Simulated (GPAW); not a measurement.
# FeO (Wuestite) (Fm-3m) in GPAW: a series of runs

One crystal, FeO (Wuestite), is run at these levels: PBEsol+U, LDA; tasks: band structure, magnons.

Program: GPAW 26.7.0. These are calculated values, not measurements. Logs are shortened: lines on timing, memory, paths and dates and some standing lists are left out, and cuts for length are marked. The log counts tension as positive stress, the text compression.

**The experiment to reproduce.**

“W\"ustite: Electric, thermodynamic and optical properties of FeO”, 2012, arxiv:1203.1201 quotes, for a bulk crystal of FeO: band gap 2.4 eV (optical).

The runs below are set against these values where they give the same quantity.

## (1) The crystal as given

Symmetry: Fm-3m, No. 225, cubic system. The conventional cell has a = 4.311 Å, b = 4.311 Å, c = 4.311 Å, α = 90.00°, β = 90.00°, γ = 90.00°. Around Fe (site symmetry m-3m) lie 6 O at 2.16 Å. O (site symmetry m-3m) is surrounded by 6 Fe at 2.16 Å.

## (2) Band structure, PBEsol+U, collinear spin, ferromagnetic start

run.py

```python
from ase import Atoms
from ase.dft.bandgap import bandgap
from ase.io import write
from ase.units import GPa
from gpaw import GPAW, PW, setup_paths

setup_paths.insert(0, '.')

atoms = Atoms(['Fe', 'O'],
              cell=[[0.0, 2.1554, 2.1554],
                    [2.1554, 0.0, 2.1554],
                    [2.1554, 2.1554, 0.0]],
              scaled_positions=[[0.0, 0.0, 0.0],
                                [0.5, 0.5, 0.5]],
              pbc=True)
atoms.set_initial_magnetic_moments([3.0, 0.0])

calc = GPAW(mode=PW(800),
            xc='PBEsol',
            kpts={'size': (11, 11, 11), 'gamma': True},
            occupations={'name': 'fermi-dirac', 'width': 0.05},
            setups={'Fe': ':d,3.0'},
            nbands=17,
            convergence={'density': 1e-05, 'energy': 1e-05},
            maxiter=150,
            txt='gpaw.txt')
atoms.calc = calc
energy = atoms.get_potential_energy()
forces = atoms.get_forces()
stress = atoms.get_stress()
calc.write('gs.gpw')
write('result.traj', atoms)
print(f'Energy: {energy:.6f} eV')
print('Forces (eV/A):')
print(forces.round(4))
print('Stress (GPa):', (stress / GPa).round(3))
print('Moments:', calc.get_magnetic_moments().round(3))
print('Fermi level:', round(calc.get_fermi_level(), 4), 'eV')
print(f'Gap: {bandgap(calc)[0]:.4f} eV, direct: {bandgap(calc, direct=True)[0]:.4f} eV')

path = atoms.cell.bandpath('GXWKGLUWLK,UX', npoints=100, eps=1e-4)
bs_calc = calc.fixed_density(kpts=path, symmetry='off', nbands=26,
                             convergence={'bands': 'CBM+6.0', 'eigenstates': 1e-6}, txt='bands.txt')
bs = bs_calc.band_structure()
bs.write('bs.json')
print(f'Gap on the path: {bandgap(bs_calc)[0]:.4f} eV')
```

Potentials or basis: PAW data sets generated in the run's folder for this functional, pw.

Started as:

```
gpaw-setup -f PBEsol Fe O
OMP_NUM_THREADS=1 python run.py
```

gpaw.txt:

```text
__  _  _
 | _ |_)|_||  |
 |__||  | ||/\| - 26.7.0

Input parameters:
  mode=PW(ecut=800.0),
  convergence={'density': 1e-05, 'energy': 1e-05},
  kpts=MonkhorstPack(size=(11, 11, 11), gamma=True),
  maxiter=150,
  nbands=17,
  occupations=Occupations(name='fermi-dirac', width=0.05),
  setups={'Fe': ':d,3.0'},
  xc=XC(name='PBEsol')

Diagonalizing LCAO Hamiltonian
Converting LCAO to pw mode

              O

       Fe

Atoms  # Å, Bohr magnetons
|   | symbol |        x |        y |        z |    initial magnetic moments |
|---|--------|----------|----------|----------|-----------------------------|
| 0 |     Fe | 0.000000 | 0.000000 | 0.000000 | ( 0.0000,  0.0000,  3.0000) |
| 1 |      O | 2.155400 | 2.155400 | 2.155400 | ( 0.0000,  0.0000,  0.0000) |

Unit cell  # Å
| periodic |        x |        y |        z |  lengths |    angles |
|----------|----------|----------|----------|----------|-----------|
|      yes | 0.000000 | 2.155400 | 2.155400 | 3.048196 | 60.000000 |
|      yes | 2.155400 | 0.000000 | 2.155400 | 3.048196 | 60.000000 |
|      yes | 2.155400 | 2.155400 | 0.000000 | 3.048196 | 60.000000 |

Number of symmetries: 48
Symmetry operations  # r_c * U_cc + t_c -> r_c
|    | kind |            matrix            |
|----|------|------------------------------|
|  0 |  σ   |  1, 0, 0,  1, 0,-1,  1,-1, 0 |
|  1 |  C2  |  1, 0, 0,  1,-1, 0,  1, 0,-1 |
|  2 |  E   |  1, 0, 0,  0, 1, 0,  0, 0, 1 |
|  3 |  σ   |  1, 0, 0,  0, 0, 1,  0, 1, 0 |
|  4 |  C4  |  1, 0,-1,  1, 0, 0,  1,-1, 0 |
|  5 |  S6  |  1, 0,-1,  1,-1, 0,  1, 0, 0 |
|  6 |  σ   |  1, 0,-1,  0, 1,-1,  0, 0,-1 |
|  7 |  C3  |  1, 0,-1,  0, 0,-1,  0, 1,-1 |
|  8 |  S6  |  1,-1, 0,  1, 0, 0,  1, 0,-1 |
|  9 |  C4  |  1,-1, 0,  1, 0,-1,  1, 0, 0 |
| 10 |  C3  |  1,-1, 0,  0,-1, 1,  0,-1, 0 |
| 11 |  σ   |  1,-1, 0,  0,-1, 0,  0,-1, 1 |
| 12 |  σ   |  0, 1, 0,  1, 0, 0,  0, 0, 1 |
| 13 |  C4  |  0, 1, 0,  0, 1,-1, -1, 1, 0 |
| 14 |  C3  |  0, 1, 0,  0, 0, 1,  1, 0, 0 |
| 15 |  S6  |  0, 1, 0, -1, 1, 0,  0, 1,-1 |
| 16 |  C2  |  0, 1,-1,  1, 0,-1,  0, 0,-1 |
| 17 |  σ   |  0, 1,-1,  0, 1, 0, -1, 1, 0 |
| 18 |  S4  |  0, 1,-1,  0, 0,-1,  1, 0,-1 |
| 19 |  C4  |  0, 1,-1, -1, 1, 0,  0, 1, 0 |
| 20 |  C3  |  0, 0, 1,  1, 0, 0,  0, 1, 0 |
| 21 |  σ   |  0, 0, 1,  0, 1, 0,  1, 0, 0 |
| 22 |  S6  |  0, 0, 1,  0,-1, 1, -1, 0, 1 |
| 23 |  C4  |  0, 0, 1, -1, 0, 1,  0,-1, 1 |
| 24 |  S4  |  0, 0,-1,  1, 0,-1,  0, 1,-1 |
| 25 |  C3  |  0, 0,-1,  0, 1,-1,  1, 0,-1 |
| 26 |  C2  |  0, 0,-1,  0,-1, 0, -1, 0, 0 |
| 27 |  S6  |  0, 0,-1, -1, 0, 0,  0,-1, 0 |
| 28 |  S4  |  0,-1, 1,  1,-1, 0,  0,-1, 0 |
| 29 |  C4  |  0,-1, 1,  0, 0, 1, -1, 0, 1 |
| 30 |  C2  |  0,-1, 1,  0,-1, 0,  1,-1, 0 |
| 31 |  σ   |  0,-1, 1, -1, 0, 1,  0, 0, 1 |
| 32 |  C3  |  0,-1, 0,  1,-1, 0,  0,-1, 1 |
| 33 |  S6  |  0,-1, 0,  0, 0,-1, -1, 0, 0 |
| 34 |  S4  |  0,-1, 0,  0,-1, 1,  1,-1, 0 |
| 35 |  C2  |  0,-1, 0, -1, 0, 0,  0, 0,-1 |
| 36 |  C2  | -1, 1, 0,  0, 1, 0,  0, 1,-1 |
| 37 |  S6  | -1, 1, 0,  0, 1,-1,  0, 1, 0 |
| 38 |  S4  | -1, 1, 0, -1, 0, 1, -1, 0, 0 |
| 39 |  C3  | -1, 1, 0, -1, 0, 0, -1, 0, 1 |
| 40 |  S6  | -1, 0, 1,  0, 0, 1,  0,-1, 1 |
| 41 |  C2  | -1, 0, 1,  0,-1, 1,  0, 0, 1 |
| 42 |  C3  | -1, 0, 1, -1, 1, 0, -1, 0, 0 |
| 43 |  S4  | -1, 0, 1, -1, 0, 0, -1, 1, 0 |
| 44 |  C2  | -1, 0, 0,  0, 0,-1,  0,-1, 0 |
| 45 |  i   | -1, 0, 0,  0,-1, 0,  0, 0,-1 |
| 46 |  σ   | -1, 0, 0, -1, 1, 0, -1, 0, 1 |
| 47 |  C2  | -1, 0, 0, -1, 0, 1, -1, 1, 0 |

BZ-sampling:
  Number of BZ points: 1331
  Number of IBZ points: 56

  Monkhorst-Pack size: [11, 11, 11]
  Monkhorst-Pack shift: [0, 0, 0]

K-points  # in reciprocal-cell coordinates
|     |                                coordinates |     weight |
|-----|--------------------------------------------|------------|
|   0 | (  0.00000000,   0.00000000,   0.00000000) | 0.00075131 |
|   1 | (  0.09090909,   0.09090909,   0.00000000) | 0.00450789 |
|   2 | (  0.09090909,   0.09090909,   0.09090909) | 0.00601052 |
|   3 | (  0.18181818,   0.09090909,   0.09090909) | 0.00901578 |
|   4 | (  0.18181818,   0.18181818,   0.00000000) | 0.00450789 |
|   5 | (  0.18181818,   0.18181818,   0.09090909) | 0.01803156 |
|   6 | (  0.18181818,   0.18181818,   0.18181818) | 0.00601052 |
|   7 | (  0.27272727,   0.18181818,   0.09090909) | 0.01803156 |
|   8 | (  0.27272727,   0.18181818,   0.18181818) | 0.01803156 |
|   9 | (  0.27272727,   0.27272727,   0.00000000) | 0.00450789 |
| ... |                                            |            |
|  55 | (  0.45454545,   0.45454545,   0.45454545) | 0.00601052 |

Plane wave coefficients: 1039
Cutoff: 800.0 eV

Spin-components: 2 (collinear spins)
Bands:           17
Projectors:      11
Spin-degeneracy: 1
Datatype:        complex128

Parallelization:
  kpt:    1
  domain: 1
  band:   1

Density:
  Valence electrons: 14.0
  Components: 2
  Grid points: [20 20 20]
  Charge: 0.0  # |e|

Potential:
  Grid points: [20 20 20]

species:
  Fe:
    name:    Iron
    Z:       26.0
    valence: 8
    core:    18
    charge:  0.0  # [|e|]
    Hubbard: {U: 3.0,  # eV
              l: 2,
              scale: True}
    compensation charges:
      type: gauss
      rc: 0.33  # [Å]
      lmax: 2
    cutoffs:
      filter: 2.06  # [Å]
      core: 2.67  # [Å]
    projectors
    | kind |    occ | energy [eV] | rcut [Å] |
    |------|--------|-------------|----------|
    |   4s |  2.000 |      -5.310 |    1.164 |
    |   4p |  0.000 |      -1.300 |    1.058 |
    |   3d |  6.000 |      -7.529 |    1.058 |
    |    s |        |      21.902 |    1.164 |
    |    p |        |      25.911 |    1.058 |
    |    d |        |      19.682 |    1.058 |

    Using partial waves for Fe as LCAO basis

  O:
    name:    Oxygen
    Z:       8.0
    valence: 6
    core:    2
    charge:  0.0  # [|e|]
    compensation charges:
      type: gauss
      rc: 0.21  # [Å]
      lmax: 2
    cutoffs:
      filter: 1.17  # [Å]
      core: 0.83  # [Å]
    projectors
    | kind |    occ | energy [eV] | rcut [Å] |
    |------|--------|-------------|----------|
    |   2s |  2.000 |     -23.808 |    0.688 |
    |   2p |  4.000 |      -8.972 |    0.598 |
    |    s |        |       3.404 |    0.688 |
    |    p |        |      18.239 |    0.598 |
    |    d |        |       0.000 |    0.619 |

    Using partial waves for O as LCAO basis

Reference energy: -36621.116537  # eV

eigensolver:
  PPCG
  Converge bands: occupied
  niter=2

density mixing:
  MSR1-Mixer
  Pratt-step length: 0.05
  Maximum mixing coefficient: 0.75
  Old densities: 10
  SVD Regularization: 0.005
  Good broyden scale: 1.0
  Trust region scale: 1.0
  Backstep threshold: 4.0
  History deletion threshold: 6.0
  Fourier metric: weight=20.0, sigma=0.015

occupation numbers:
  Fermi-Dirac:
    width: 0.0500  # eV

poisson solver:
  ecut: 6400.0  # eV

xc functional:
  name: PBEsol with 2 nearest neighbor stencil

convergence criteria:
- Maximum integral of absolute [dens]ity change: 1e-05 electrons / valence electron
- Maximum [total energy] change in last 3 cyles: 1e-05 eV / valence electron
- Maximum integral of absolute [eigenst]ate change: 4e-08 eV^2 / valence electron
maximum number of iterations: 150

SCF iterations
|iter     | |      energy | eigst |  dens |  magmom |
|---------|-|-------------|-------|-------|---------|
|iter:   1| |  -15.935859 | -0.03 |       |  +3.0023|
|iter:   2| |  -15.761455 | -2.00 | -0.72 |  +3.0530|
|iter:   3| |  -15.681146 | -1.68 | -0.75 |  +3.6160|
|iter:   4| |  -15.760672 | -2.41 | -1.24 |  +3.8950|
|iter:   5| |  -15.775609 | -3.62 | -1.69 |  +3.9980|
|iter:   6| |  -15.773976 | -3.79 | -2.10 |  +4.0183|
|iter:   7| |  -15.774138 | -5.01 | -2.59 |  +4.0121|
|iter:   8| |  -15.774155 | -6.10 | -3.24 |  +4.0101|
|iter:   9| |  -15.774158c| -6.74 | -3.66 |  +4.0092|
|iter:  10| |  -15.774159c| -7.81c| -4.43 |  +4.0094|
|iter:  11| |  -15.774159c| -8.24c| -4.86 |  +4.0095|
|iter:  12| |  -15.774159c| -9.09c| -5.98c|  +4.0095|

Converged in 12 steps
Energy contributions relative to reference atoms: (reference = -36621.116537)

Energy contributions:
  Kinetic:          29.423156
  Coulomb:         -25.871611
  Zero:              0.231147
  External:          0.000000
  Xc:              -19.551610
  Entropy:          -0.010482
  Spinorbit:         0.000000
  ----------------------------
  Free energy:     -15.779399
  Extrapolated:    -15.774159

dipole moment: (-10.370721, -10.370721, -10.370721)  # |e|*Ang

Total magnetic moment: (0.000000, 0.000000, 4.009501)

Local magnetic moments
|        x |        y |        z |
|----------|----------|----------|
| 0.000000 | 0.000000 | 3.679152 |  # Fe   0
| 0.000000 | 0.000000 | 0.186175 |  # O    1

Fermi level: 9.738
Eigenvalues  # (at kpt = [0.000, 0.000, 0.000])
| band index |      eig [eV] | occ [0-1] |      eig [eV] | occ [0-1] |
|------------|---------------|-----------|---------------|-----------|
|          0 |       -11.463 |     1.000 |       -11.037 |     1.000 |
|          1 |         3.672 |     1.000 |         5.853 |     1.000 |
|          2 |         3.672 |     1.000 |         5.853 |     1.000 |
|          3 |         3.672 |     1.000 |         5.853 |     1.000 |
|          4 |         3.694 |     1.000 |         8.972 |     1.000 |
|          5 |         3.694 |     1.000 |         8.972 |     1.000 |
[... 9 lines left out ...]
|         15 |        29.397 |     0.000 |        31.025 |     0.000 |
|         16 |        29.397 |     0.000 |        31.025 |     0.000 |

No gap
No difference between direct/indirect transitions

Forces  # eV/Ang
|        x |        y |        z |
|----------|----------|----------|
|  0.00000 | -0.00000 | -0.00000 |  # Fe   0
| -0.00000 |  0.00000 |  0.00000 |  # O    1

Stress tensor  # eV/Ang^3
|         x |         y |        z |
|-----------|-----------|----------|
|  0.036513 | -0.000000 | 0.000000 |
| -0.000000 |  0.036513 | 0.000000 |
|  0.000000 |  0.000000 | 0.036513 |

# Writing to gs.gpw (mode='')
```

Run time: 65 s. Hardware: 1 thread of Arm Neoverse V2, shared host; peak memory 0.31 GiB.

Results:

| Quantity | Value |
| --- | --- |
| Free energy | -15.7794 eV |
| Pressure | -5.8 GPa |
| Band gap along the path | none (metal or under the smearing width) |
| Net moment | 4.01 μB per cell |
| Site moments | Fe +3.68; O +0.19 μB |

Levels at the corners of the path, in eV from the Fermi level:
Spin up:
```tsv
point	band 6	band 7	band 8	band 9	band 10
Γ	-6.04	-4.34	-4.34	-4.34	-0.63
X	-5.55	-5.11	-5.08	-5.08	4.42
W	-5.08	-4.86	-4.86	-3.45	6.67
K	-5.21	-4.71	-4.42	-3.29	5.96
Γ	-6.04	-4.34	-4.34	-4.34	-0.63
L	-5.34	-4.44	-1.75	-1.75	3.27
U	-5.21	-4.71	-4.42	-3.29	5.96
W	-5.08	-4.86	-4.86	-3.45	6.67
L	-5.34	-4.44	-1.75	-1.75	3.27
K	-5.21	-4.71	-4.42	-3.29	5.96
U	-5.21	-4.71	-4.42	-3.29	5.96
X	-5.55	-5.11	-5.08	-5.08	4.42
```
Spin down:
```csv
point,band 1,band 2,band 3,band 4,band 5,band 6,band 7,band 8,band 9,band 10
Γ,-20.77,-3.88,-3.88,-3.88,-0.77,-0.77,-0.77,0.06,0.82,0.82
X,-19.47,-7.66,-5.10,-5.10,-2.33,0.88,0.88,1.44,1.79,5.79
W,-19.38,-6.81,-6.81,-6.08,-0.09,-0.09,0.88,1.74,2.39,8.00
K,-19.41,-7.25,-6.78,-5.38,-0.93,0.67,0.73,1.94,2.37,7.19
Γ,-20.77,-3.88,-3.88,-3.88,-0.77,-0.77,-0.77,0.06,0.82,0.82
L,-19.55,-8.72,-5.55,-5.55,0.50,0.50,0.60,3.32,3.32,3.65
U,-19.41,-7.25,-6.78,-5.38,-0.93,0.67,0.73,1.94,2.37,7.19
W,-19.38,-6.81,-6.81,-6.08,-0.09,-0.09,0.88,1.74,2.39,8.00
L,-19.55,-8.72,-5.55,-5.55,0.50,0.50,0.60,3.32,3.32,3.65
K,-19.41,-7.25,-6.78,-5.38,-0.93,0.67,0.73,1.94,2.37,7.19
U,-19.41,-7.25,-6.78,-5.38,-0.93,0.67,0.73,1.94,2.37,7.19
X,-19.47,-7.66,-5.10,-5.10,-2.33,0.88,0.88,1.44,1.79,5.79
```

Caveat: a cell with one magnetic atom can't hold antiferromagnetic order, which such compounds often take.

## (3) Band structure, PBEsol+U, collinear spin, ferromagnetic start

run.py, as its differences from that of step 2:

```diff
@@ -21,3 +21,3 @@
             occupations={'name': 'fermi-dirac', 'width': 0.05},
-            setups={'Fe': ':d,3.0'},
+            setups={'Fe': ':d,4.0'},
             nbands=17,
```

Potentials or basis: PAW data sets generated in the run's folder for this functional, pw.

Started as:

```
gpaw-setup -f PBEsol Fe O
OMP_NUM_THREADS=1 python run.py
```

It took 65 s on 1 thread of Arm Neoverse V2, shared host; peak memory 0.31 GiB.

It converged, with:

```yaml
Free_energy: -15.4740 eV
Pressure: -5.3 GPa
Band_gap_along_the_path: none (metal or under the smearing width)
Net_moment: 4.02 μB per cell
Site_moments: Fe +3.72; O +0.17 μB
```

Levels at the corners of the path, in eV from the Fermi level:
Spin up:
```
point  band 5  band 6  band 7  band 8  band 9  band 10
    Γ   -6.83   -6.83   -4.47   -4.47   -4.47    -0.81
    X   -5.91   -5.89   -5.89   -5.69   -5.69     4.23
    W   -6.06   -5.89   -5.42   -5.42   -3.94     6.48
    K   -6.44   -6.01   -5.38   -4.99   -3.72     5.76
    Γ   -6.83   -6.83   -4.47   -4.47   -4.47    -0.81
    L   -6.14   -6.14   -5.08   -2.17   -2.17     3.09
    U   -6.44   -6.01   -5.38   -4.99   -3.72     5.76
    W   -6.06   -5.89   -5.42   -5.42   -3.94     6.48
    L   -6.14   -6.14   -5.08   -2.17   -2.17     3.09
    K   -6.44   -6.01   -5.38   -4.99   -3.72     5.76
    U   -6.44   -6.01   -5.38   -4.99   -3.72     5.76
    X   -5.91   -5.89   -5.89   -5.69   -5.69     4.23
```
Spin down:
```tsv
point	band 2	band 3	band 4	band 5	band 6	band 7	band 8	band 9
Γ	-4.06	-4.06	-4.06	-0.76	-0.76	-0.76	-0.15	1.06
X	-7.85	-5.28	-5.28	-2.38	0.91	0.91	1.71	2.03
W	-6.99	-6.99	-6.22	-0.10	-0.10	0.91	1.99	2.62
K	-7.43	-6.95	-5.52	-0.95	0.70	0.75	2.18	2.60
Γ	-4.06	-4.06	-4.06	-0.76	-0.76	-0.76	-0.15	1.06
L	-8.90	-5.65	-5.65	0.52	0.52	0.61	3.43	3.52
U	-7.43	-6.95	-5.52	-0.95	0.70	0.75	2.18	2.60
W	-6.99	-6.99	-6.22	-0.10	-0.10	0.91	1.99	2.62
L	-8.90	-5.65	-5.65	0.52	0.52	0.61	3.43	3.52
K	-7.43	-6.95	-5.52	-0.95	0.70	0.75	2.18	2.60
U	-7.43	-6.95	-5.52	-0.95	0.70	0.75	2.18	2.60
X	-7.85	-5.28	-5.28	-2.38	0.91	0.91	1.71	2.03
```

Caveat: a cell with one magnetic atom can't hold antiferromagnetic order, which such compounds often take.

## (4) Band structure, PBEsol+U, collinear spin, ferromagnetic start

run.py, as its differences from that of step 3:

```diff
@@ -21,3 +21,3 @@
             occupations={'name': 'fermi-dirac', 'width': 0.05},
-            setups={'Fe': ':d,4.0'},
+            setups={'Fe': ':d,6.0'},
             nbands=17,
```

Started as:

```
gpaw-setup -f PBEsol Fe O
OMP_NUM_THREADS=1 python run.py
```

Run time: 64 s. Hardware: 1 thread of Arm Neoverse V2, shared host; peak memory 0.31 GiB.

It converged, with:

```yaml
Free_energy: -14.9194 eV
Pressure: -4.1 GPa
Band_gap_along_the_path: none (metal or under the smearing width)
Net_moment: 4.02 μB per cell
Site_moments: Fe +3.80; O +0.15 μB
```

Levels at the corners of the path, in eV from the Fermi level:
Spin up:
```
point  band 5  band 6  band 7  band 8  band 9  band 10
    Γ   -8.40   -8.40   -4.78   -4.78   -4.78    -1.16
    X   -7.55   -7.54   -7.54   -6.01   -6.01     3.82
    W   -7.71   -7.54   -6.36   -6.36   -4.82     6.09
    K   -7.97   -7.65   -6.59   -5.95   -4.47     5.36
    Γ   -8.40   -8.40   -4.78   -4.78   -4.78    -1.16
    L   -7.78   -7.78   -6.31   -2.94   -2.94     2.73
    U   -7.97   -7.65   -6.59   -5.95   -4.47     5.36
    W   -7.71   -7.54   -6.36   -6.36   -4.82     6.09
    L   -7.78   -7.78   -6.31   -2.94   -2.94     2.73
    K   -7.97   -7.65   -6.59   -5.95   -4.47     5.36
    U   -7.97   -7.65   -6.59   -5.95   -4.47     5.36
    X   -7.55   -7.54   -7.54   -6.01   -6.01     3.82
```
Spin down:
| point | band 3 | band 4 | band 5 | band 6 | band 7 | band 8 |
| --- | --- | --- | --- | --- | --- | --- |
| Γ | -4.43 | -4.43 | -0.76 | -0.76 | -0.76 | -0.58 |
| X | -5.66 | -5.66 | -2.47 | 1.00 | 1.00 | 2.24 |
| W | -7.37 | -6.53 | -0.12 | -0.12 | 1.00 | 2.49 |
| K | -7.31 | -5.83 | -1.02 | 0.78 | 0.80 | 2.66 |
| Γ | -4.43 | -4.43 | -0.76 | -0.76 | -0.76 | -0.58 |
| L | -5.89 | -5.89 | 0.59 | 0.59 | 0.61 | 2.98 |
| U | -7.31 | -5.83 | -1.02 | 0.78 | 0.80 | 2.66 |
| W | -7.37 | -6.53 | -0.12 | -0.12 | 1.00 | 2.49 |
| L | -5.89 | -5.89 | 0.59 | 0.59 | 0.61 | 2.98 |
| K | -7.31 | -5.83 | -1.02 | 0.78 | 0.80 | 2.66 |
| U | -7.31 | -5.83 | -1.02 | 0.78 | 0.80 | 2.66 |
| X | -5.66 | -5.66 | -2.47 | 1.00 | 1.00 | 2.24 |

Caveat: a cell with one magnetic atom can't hold antiferromagnetic order, which such compounds often take.

(Part 1 of 3 ends here.)
